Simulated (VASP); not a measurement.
# VASP 6.6.1 run: CaO

INCAR

```
GGA = PE
PREC = Accurate
ISIF = 2
LWAVE = .FALSE.
NSW = 0
LREAL = .FALSE.
LCHARG = .FALSE.
NELM = 120
ENCUT = 520
NBANDS = 15
LASPH = .TRUE.
IBRION = -1
ISMEAR = -1
EDIFF = 1E-8
SIGMA = 0.02
```

KPOINTS

```
KPOINTS created by Atomic Simulation Environment
0
Gamma
10 10 10
0 0 0
```

POSCAR

```
Ca O
 1.0000000000000000
     0.0000000000000000    2.4215256147000002    2.3855623630000000
     2.4215256147000002    0.0000000000000000    2.3855623630000000
     2.4215256147000002    2.4215256147000002    0.0000000000000000
 Ca  O
   1   1
Cartesian
  0.0000000000000000  0.0000000000000000  0.0000000000000000
  2.4215256147000002  2.4215256147000002  2.3855623630000000
```

The recommended PBE PAW datasets give the neutral cell 16 valence electrons.

Command

```
mpirun -np 1 vasp_std
```

How does this run end, and what does it give?

It converged. Results: gap between bands v and c on the k mesh 3.58 eV; least direct gap on the k mesh 4.00 eV; pressure 1.4 GPa. Band v is the last that the valence electrons fill when counted band by band, and c is the next.

OSZICAR

```
N       E                     dE             d eps       ncg     rms          rms(c)
DAV:   1     0.123831277671E+03    0.12383E+03   -0.84144E+03  3060   0.109E+03
DAV:   2    -0.908937632241E+01   -0.13292E+03   -0.12457E+03  3816   0.290E+02
DAV:   3    -0.143673519595E+02   -0.52780E+01   -0.52361E+01  3671   0.595E+01
DAV:   4    -0.145129743040E+02   -0.14562E+00   -0.14554E+00  4394   0.883E+00
DAV:   5    -0.145144975872E+02   -0.15233E-02   -0.15233E-02  3462   0.839E-01    0.857E+00
DAV:   6    -0.128804852710E+02    0.16340E+01   -0.51340E+00  3509   0.220E+01    0.361E+00
DAV:   7    -0.128051858080E+02    0.75299E-01   -0.41001E-01  3438   0.661E+00    0.180E+00
DAV:   8    -0.128026054492E+02    0.25804E-02   -0.75911E-02  3928   0.297E+00    0.418E-01
DAV:   9    -0.128011488122E+02    0.14566E-02   -0.45150E-03  3200   0.560E-01    0.110E-01
DAV:  10    -0.128018146848E+02   -0.66587E-03   -0.73747E-04  3823   0.243E-01    0.428E-02
DAV:  11    -0.128017912429E+02    0.23442E-04   -0.47921E-05  3700   0.824E-02    0.672E-03
DAV:  12    -0.128017910452E+02    0.19770E-06   -0.73824E-06  3592   0.237E-02    0.330E-03
DAV:  13    -0.128017911535E+02   -0.10827E-06   -0.23963E-07  3973   0.500E-03    0.496E-04
DAV:  14    -0.128017911774E+02   -0.23921E-07   -0.32204E-08  3775   0.170E-03    0.141E-04
DAV:  15    -0.128017911603E+02    0.17098E-07   -0.30677E-09  2006   0.527E-04    0.191E-04
DAV:  16    -0.128017911560E+02    0.43231E-08   -0.16091E-09  1733   0.379E-04
   1 F= -.12801791E+02 E0= -.12801791E+02  d E =-.247900E-12
```

Standard output (part)

```
POSCAR found type information on POSCAR CaO
 POSCAR found :  2 types and       2 ions
 LDA part: xc-table for (Slater+PW92), standard interpolation
 POSCAR, INCAR and KPOINTS ok, starting setup
 WAVECAR not read
 entering main loop
```

For comparison, a separate PBE run of the intended cell, on usual settings and not on those above, gives a gap of 3.58 eV on its mesh and a pressure of 1.4 GPa.
